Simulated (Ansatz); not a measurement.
**HfN (Fm-3m), stationary points along a deformation path**

All numbers below come from DFT PBEsol, scalar-relativistic, plane waves, PAW (Ansatz). The runs took a 420 eV cutoff, a Γ-centred 20×20×20 mesh and Gaussian smearing (0.15 eV). Spin–orbit coupling is left out, which can shift energies with elements as heavy as these. No spin polarisation. Energies are free energies at this smearing, counted from the undisturbed cell; pressure is positive in compression.

The undisturbed cell (as given, not relaxed at this level; it stands at -3.0 GPa):

```
CELL_PARAMETERS angstrom
0.00000 2.25900 2.25900
2.25900 0.00000 2.25900
2.25900 2.25900 0.00000
ATOMIC_POSITIONS crystal
Hf 0.00000 0.00000 0.00000
N 0.50000 0.50000 0.50000
```

At fixed volume and fractional coordinates, lengths along (0.577, 0.577, 0.577) are scaled against those across it; ρ is that ratio over its starting value. V = 11.528 Å³/atom. Δσ is the stress along the axis less the mean stress across it (compression positive).

| ρ | ΔE (meV/atom) | Δσ (GPa) | space group |
| --- | --- | --- | --- |
| 0.500 | 1003.3 | 0.00 | Pm-3m |
| 0.600 | 945.0 | 21.29 | R-3m |
| 0.710 | 620.1 | 55.45 | R-3m |
| 0.850 | 162.6 | 41.17 | R-3m |
| 0.930 | 31.6 | 18.74 | R-3m |
| 1.000 | 0.0 | 0.00 | Fm-3m |
| 1.080 | 34.8 | -19.52 | R-3m |
| 1.200 | 216.7 | -54.15 | R-3m |
| 1.410 | 895.0 | -123.18 | R-3m |
| 1.700 | 2177.6 | -138.40 | R-3m |
| 2.000 | 3338.3 | -163.66 | R-3m |

How does the stress give the slope of the energy, and where is the energy stationary?

Along the path d ln(length) is 2/3 d ln ρ on the axis and −1/3 d ln ρ across it, so dE/d ln ρ = −(2/3) V Δσ: the energy falls with ρ where Δσ is positive. Δσ vanishes or changes sign at ρ = 0.500 (Pm-3m, an end of the scan), at 1003.3 meV/atom; at ρ = 1.000 (Fm-3m), a minimum at 0.0 meV/atom. Pairs of stationary points between two samples would go unseen, and could change a minimum read from distant neighbours into a maximum. At ρ = 0.500, 1.000 the cell is cubic, where symmetry alone makes the stress isotropic and the slope zero.

Which shear constant sets the curvature at ρ = 1?

For a cubic crystal E/V = (2/3) C (ln ρ)² with C = C44, so Δσ = −2C ln ρ. The parabola of Δσ against ln ρ through ρ = 0.930, 1 and 1.080 gives C ≈ 128 GPa with the ions clamped, rough because the steps are large. It is the stress–strain coefficient at this cell's pressure of -3.0 GPa, not the zero-pressure constant.

In a metal these slopes depend on the k mesh and the smearing.